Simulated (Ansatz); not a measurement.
**Os under changes of volume**

One of the cells (13.982 Å³/atom); the others are scaled copies at fixed shape and fractional positions:

```
CELL_PARAMETERS angstrom
2.73410 0.00000 0.00000
-1.36705 2.36780 0.00000
0.00000 0.00000 4.31970
ATOMIC_POSITIONS crystal
Os 0.66667 0.33333 0.75000
Os 0.33333 0.66667 0.25000
```

- Program: Ansatz 0.2.0
- Functional: RPBE
- Dispersion: D4
- Potentials or basis: all-electron LAPW, scalar-relativistic
- Cutoff: 295 eV (chosen from the basis error)
- Basis error allowed: 0.001 eV/atom
- k mesh: 11 × 11 × 6
- Occupations: fermi-dirac, width 0.05 eV
- Spin: no spin polarisation

| volume (Å³/atom) | energy over the lowest point (meV/atom) | pressure (GPa) |
| --- | --- | --- |
| 13.143 | 69.18 | 29.1 |
| 13.423 | 28.41 | 18.0 |
| 13.703 | 6.02 | 8.0 |
| 13.982 | 0.00 | -0.8 |
| 14.262 | 8.55 | -8.7 |
| 14.542 | ? | ? |
| 14.821 | 63.14 | -21.9 |

What does the run at 14.542 Å³/atom give?

Energy over the lowest point 30.08 meV/atom; pressure -15.7 GPa.

Worked out: A Birch-Murnaghan fit of order 3 (a polynomial in V^(-2/3)) to the other rows has its minimum at 13.95 Å³/atom with B0 = V·E''(V) = 421 GPa and B' = 4.7 at fixed shape and positions, which overstates the stiffness. It gives 30.11 meV/atom at 14.542 Å³/atom, against the run's 30.08, and -dE/dV = -15.8 GPa, against -15.7.

Energies are extrapolated to zero smearing.

Caveats: pairwise dispersion overbinds metals, which lowers pressure and volume.

The runs don't all hold the same shells in valence.
